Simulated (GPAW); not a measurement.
Input of a GPAW 26.7.0 run:

File run.py:

```python
from ase import Atoms
from ase.filters import FrechetCellFilter
from ase.io import write
from ase.optimize import BFGS
from ase.units import GPa
from gpaw import GPAW, PW, setup_paths

setup_paths.insert(0, '.')

atoms = Atoms(['W', 'C'],
              cell=[[2.9065, 0.0, 0.0],
                    [-1.45325, 2.5171028361, 0.0],
                    [0.0, 0.0, 2.8366]],
              scaled_positions=[[0.0, 0.0, 0.0],
                                [0.6666666667, 0.3333333333, 0.5]],
              pbc=True)

calc = GPAW(mode=PW(800),
            xc='PBEsol',
            kpts={'size': (8, 8, 7), 'gamma': True},
            occupations={'name': 'fermi-dirac', 'width': 0.05},
            nbands=19,
            convergence={'density': 1e-05, 'forces': 0.0001},
            maxiter=150,
            txt='gpaw.txt')
atoms.calc = calc
opt = BFGS(FrechetCellFilter(atoms, scalar_pressure=10 * GPa), trajectory='relax.traj', logfile='-')
done = opt.run(fmax=0.02, steps=60)
calc.write('gs.gpw')
write('result.traj', atoms)
print('Converged:', done)
print('Cell:', atoms.cell.cellpar().round(4))
print('Volume:', round(atoms.get_volume(), 4))
print(atoms.get_scaled_positions().round(5))
```

Potentials or basis: PAW data sets generated in the run's folder for this functional, pw.

The run is started by

```bash
$ gpaw-setup -f PBEsol C W
$ OMP_NUM_THREADS=1 python run.py
```

Problem. Estimate the space group after relaxing (to 0.05 Å).

Solution. P-6m2 (No. 187).

Problem. Estimate the relaxed cell.

Solution. a = 2.874 Å, b = 2.874 Å, c = 2.806 Å, α = 90.00°, β = 90.00°, γ = 120.00°.

Problem. Estimate the band gap on the k mesh.

Solution. None (metal or under the smearing width).

Final structure:
```
W C
1.0
     2.87407    0.00000    0.00000
    -1.43703    2.48902    0.00000
     0.00000    0.00000    2.80636
W C
1 1
Direct
  0.00000 0.00000 0.00000
  0.66667 0.33333 0.50000
```

Caveat: later steps reuse the first step's grids. The run has no spin-orbit coupling, so splittings on W are missing.
